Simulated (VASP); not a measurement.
# A VASP 6.6.1 relaxation on SiO₂

INCAR

```
ISMEAR = -1
LASPH = .TRUE.
ISIF = 3
EDIFF = 1E-7
GGA = CA
IBRION = 2
SIGMA = 0.02
NELM = 97
LCHARG = .FALSE.
NSW = 30
PREC = Normal
EDIFFG = -5E-3
LWAVE = .FALSE.
LREAL = .FALSE.
ENCUT = 180
NBANDS = 15
```

KPOINTS

```
KPOINTS created by Atomic Simulation Environment
0
Gamma
8 8 8
0 0 0
```

POSCAR

```
Si O
 1.0000000000000000
     0.0000000000000000    2.2903635270075742    2.2903635270075742
     2.2903635270075742    0.0000000000000000    2.2903635270075742
     2.2903635270075742    2.2903635270075742   -0.0000000000000000
 Si  O
   1   2
Cartesian
  0.0000000000000000  0.0000000000000000  0.0000000000000000
  1.1451817635037871  1.1451817635037871  1.1451817635037871
  3.4355452905113619  3.4355452905113619  3.4355452905113619
```

The recommended LDA PAW datasets give the neutral cell 16 valence electrons.

Command

```
mpirun -np 1 vasp_std
```

OSZICAR

```
N       E                     dE             d eps       ncg     rms          rms(c)
DAV:   1     0.345416855264E+01    0.34542E+01   -0.44209E+03   977   0.439E+02
DAV:   2    -0.258585284468E+02   -0.29313E+02   -0.27551E+02  1136   0.119E+02
DAV:   3    -0.263159120535E+02   -0.45738E+00   -0.45721E+00   968   0.137E+01
DAV:   4    -0.263165690708E+02   -0.65702E-03   -0.65701E-03  1115   0.576E-01
DAV:   5    -0.263165710224E+02   -0.19516E-05   -0.19517E-05   968   0.271E-02    0.141E+01
DAV:   6    -0.252329330346E+02    0.10836E+01   -0.28865E-01   926   0.405E+00    0.776E+00
DAV:   7    -0.247881689006E+02    0.44476E+00   -0.32902E-01   926   0.427E+00    0.768E-01
DAV:   8    -0.247859371555E+02    0.22317E-02   -0.37947E-03  1031   0.396E-01    0.572E-01
DAV:   9    -0.247855010382E+02    0.43612E-03   -0.71320E-04   884   0.182E-01    0.110E-01
DAV:  10    -0.247854403781E+02    0.60660E-04   -0.78469E-05   933   0.634E-02    0.177E-02
DAV:  11    -0.247854420509E+02   -0.16728E-05   -0.65888E-07  1045   0.593E-03    0.907E-04
DAV:  12    -0.247854421589E+02   -0.10801E-06   -0.51599E-09   722   0.529E-04    0.149E-03
DAV:  13    -0.247854421702E+02   -0.11231E-07   -0.39360E-10   463   0.143E-04
   1 F= -.24785442E+02 E0= -.24785368E+02  d E =-.247854E+02
```

Standard output (part)

```
POSCAR found type information on POSCAR SiO
 POSCAR found :  2 types and       3 ions
 LDA part: xc-table for (Slater(with rela. corr.)+CA(PZ))
 , standard interpolation
 POSCAR, INCAR and KPOINTS ok, starting setup
 WAVECAR not read
 entering main loop
 curvature:   0.00 expect dE= 0.000E+00 dE for cont linesearch  0.000E+00
 search vector abs. value=  0.119E+03
 bond charge predicted
|     EEEEEEE  RRRRRR   RRRRRR   OOOOOOO  RRRRRR      ###     ###     ###     |
|     E        R     R  R     R  O     O  R     R     ###     ###     ###     |
|     E        R     R  R     R  O     O  R     R     ###     ###     ###     |
|     EEEEE    RRRRRR   RRRRRR   O     O  RRRRRR       #       #       #      |
|     E        R    R   R    R   O     O  R    R      ###     ###     ###     |
|     EEEEEEE  R     R  R     R  OOOOOOO  R     R     ###     ###     ###     |
|     Orbital orthonormalization failed in the inversion of matrix            |
|     LAPACK: Routine ZPOTRF failed! kpoint: 1 spin: 1                        |
|     Possible solutions for this issue are:                                  |
|     - Please check whether the atoms are too close to each other.           |
|     - Decreasing POTIM might help during relaxations or MDs.                |
|     - Deleting CHGCAR or WAVECAR if incompatible with the structure.        |
|     - Try calculating without symmetrizing (ISYM = 0 or ISYM = -1).         |
...
```

VASP stopped with an error.

Question: Why shouldn't this run be trusted?

Answer: Cell relaxed at a low cutoff. VASP stopped with an error.
